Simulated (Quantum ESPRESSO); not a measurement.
Crystal: FeO.

```xyz
2
Lattice="0.0000 2.1554 2.1554 2.1554 0.0000 2.1554 2.1554 2.1554 0.0000" Properties=species:S:1:pos:R:3 pbc="T T T"
Fe    0.0000    0.0000    0.0000
O     2.1554    2.1554    2.1554
```

| Property | Result |
| --- | --- |
| Program | Quantum ESPRESSO 7.5 |
| Task | phonons |
| Functional | PBEsol |
| Potentials or basis | GBRV 1.5 PBEsol |
| Cutoff | 762 eV |
| Density cutoff | 6095 eV |
| k mesh | 4 × 4 × 4, shifted |
| Occupations | fermi-dirac, width 0.05 eV |
| Spin | collinear spin, ferromagnetic start |
| Starting moments | [3.0, 0.0] μB |
| Mixing beta | 0.3 |
| Most SCF iterations | 120 |
| SCF threshold | 4e-10 Ry |

The cell and the atoms were relaxed first, to 9.58 Å³/atom (a = 3.003 Å, b = 3.003 Å, c = 3.003 Å, α = 60.00°, β = 60.00°, γ = 60.00°), and the response was taken there.

Question: What is the highest optical frequency at the zone centre?

Answer: 263 cm⁻¹, a mode of symmetry T1u (IR).

Optical modes at Γ, degenerate ones joined:
| cm⁻¹ | components | symmetry | active in |
| --- | --- | --- | --- |
| 263 | 3 | T1u | IR |

Caveat: the k mesh is coarse (spacing up to 0.63 Å⁻¹), so the values aren't converged; the mesh is thin for the phonons of a metal; a cell with one magnetic atom can't hold antiferromagnetic order, which such compounds often take.
